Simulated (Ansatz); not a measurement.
Input of an Ansatz 0.2.0 run:

Contents of input.yaml:

```yaml
crystal:
  lattice:
    - [0.0, 2.0970013927, 2.0970013927]
    - [2.0970013927, 0.0, 2.0970013927]
    - [2.0970013927, 2.0970013927, 0.0]
  atoms:
    - { symbol: Mg, position: [0.0, 0.0, 0.0] }
    - { symbol: O, position: [0.5, 0.5, 0.5] }
kpoints:
  mp_grid: { grid: [11, 11, 11] }
scf:
  occupations: { method: gaussian, width: 0.03 }
hamiltonian:
  xc: pbe
  pseudopotentials: { kind: all_electron, lapw: { basis_error: 0.001 } }
output:
  forces: true
  stress: true
  eigenvalues: true
```

Potentials or basis: all-electron LAPW, scalar-relativistic.

The run is started by

```console
$ ansatz run input.yaml --threads 1 --pin off --max-ram 3072MiB --backend cpu --events-out ev --progress --plain --runs-dir out
```

Q: Estimate the pressure.

A: 7.0 GPa.

Q: Predict the band gap on the k mesh.

A: 4.86 eV, direct.

**Experimental background.**

From “Electronic structure of alkaline earth and post-transition metal oxides”, 2009, arxiv:0908.1581, for a bulk crystal of MgO: band gap 7.83 eV.

Against the measured gap of MgO, 7.83 eV (quoted in “Electronic structure of alkaline earth and post-transition metal oxides”, 2009, arxiv:0908.1581), the calculated 4.86 eV is off by -2.97 eV. The value is that of PBE, without temperature or zero-point motion. Semilocal functionals fall short of measured gaps as a rule. The cell is a database's relaxed one, not the measured one, which moves gaps too.
